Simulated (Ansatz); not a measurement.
Input and command of a plane-wave DFT calculation in Ansatz:

```yaml
crystal:
  lattice:
    - [5.5051169748, 5.5051169748, -5.5051169748]
    - [-5.5051169748, -5.5051169748, -5.5051169748]
    - [-5.5051169748, 5.5051169748, 5.5051169748]
  atoms:
    - { symbol: Ga, position: [0.25, 0.5, 0.25], spin: 0.091 }
    - { symbol: Ga, position: [0.5, 0.25, 0.25] }
    - { symbol: Ga, position: [0.75, 0.0, 0.25] }
    - { symbol: Ga, position: [0.75, 0.5, 0.75], spin: 0.091 }
    - { symbol: Ga, position: [0.0, 0.5, 0.5] }
    - { symbol: Ga, position: [0.25, 0.25, 0.5] }
    - { symbol: Ga, position: [0.5, 0.0, 0.5] }
    - { symbol: Ga, position: [0.75, 0.75, 0.5] }
    - { symbol: Ga, position: [1.0, 0.75, 0.25], spin: 0.091 }
    - { symbol: Ga, position: [0.5, 0.5, 0.0] }
    - { symbol: Ga, position: [0.75, 0.25, 0.0], spin: 0.091 }
    - { symbol: Ga, position: [0.0, 0.25, 0.75], spin: 0.091 }
    - { symbol: Ga, position: [0.25, 1.0, 0.75] }
    - { symbol: Ga, position: [0.5, 0.75, 0.75] }
    - { symbol: Ga, position: [0.0, 0.0, 0.0] }
    - { symbol: Ga, position: [0.25, 0.75, 0.0], spin: 0.091 }
    - { symbol: P, position: [0.25, 0.5, 0.0], spin: 0.091 }
    - { symbol: P, position: [0.5, 0.25, 0.0] }
    - { symbol: P, position: [0.75, 0.0, 0.0] }
    - { symbol: P, position: [0.75, 0.5, 0.5] }
    - { symbol: P, position: [0.0, 0.5, 0.25], spin: 0.091 }
    - { symbol: P, position: [0.25, 0.25, 0.25] }
    - { symbol: P, position: [0.5, 0.0, 0.25] }
    - { symbol: P, position: [0.75, 0.75, 0.25] }
    - { symbol: P, position: [0.0, 0.75, 0.0], spin: 0.091 }
    - { symbol: P, position: [0.5, 0.5, 0.75] }
    - { symbol: P, position: [0.75, 0.25, 0.75], spin: 0.091 }
    - { symbol: P, position: [0.0, 0.25, 0.5] }
    - { symbol: P, position: [0.25, 0.0, 0.5] }
    - { symbol: P, position: [0.5, 0.75, 0.5] }
    - { symbol: P, position: [0.0, 0.0, 0.75] }
    - { symbol: P, position: [0.25, 0.75, 0.75] }
    - { symbol: H, position: [0.0, 0.5, 0.0], spin: 0.091 }
  host:
    lattice:
      - [0.0, 2.7525584874, 2.7525584874]
      - [2.7525584874, 0.0, 2.7525584874]
      - [2.7525584874, 2.7525584874, 0.0]
    atoms:
      - { symbol: Ga, position: [0.0, 0.0, 0.0] }
      - { symbol: P, position: [0.25, 0.25, 0.25] }
basis:
  ecutwfc: 420
  xc_grid: 2
kpoints:
  mp_grid: { grid: [2, 2, 2], shift: [0.0, 0.0, 0.0] }
hamiltonian:
  xc: pbe
scf:
  occupations: { method: gaussian, width: 0.01 }
output:
  forces: true
  stress: false
  eigenvalues: true
  populations: true
  charged_corrections:
    defect_position: [0.0, 0.5, 0.0]
    epsilon: [[12.8535, 0.0, 0.0], [0.0, 12.8535, 0.0], [0.0, 0.0, 12.8535]]
  write_density: true
  write_potential: true
  elf: true
  volumetric_format: npy
magnetization:
  spin_polarized: true
relax:
  adjacent_minimum: "off"
  f_tol: 0.025
  max_steps: 45
```

```bash
ansatz run input.yaml --threads 4 --pin off --max-ram 8192MiB --backend cpu --events-out ev --progress --plain --runs-dir out
```

Processor: Arm Neoverse V1, 4 threads, on a host shared with other jobs.

Problem. How long does it run, and how much memory does it take?

Solution. About 63 s on 4 threads of Arm Neoverse V1 (shared host), peak memory 2.5 GiB. It solves 179 bands at 3 k points (the mesh reduced by the symmetry that the task leaves, which can be less than the crystal's) with about 13067 plane waves, in 28 SCF iterations over 2 ionic steps.
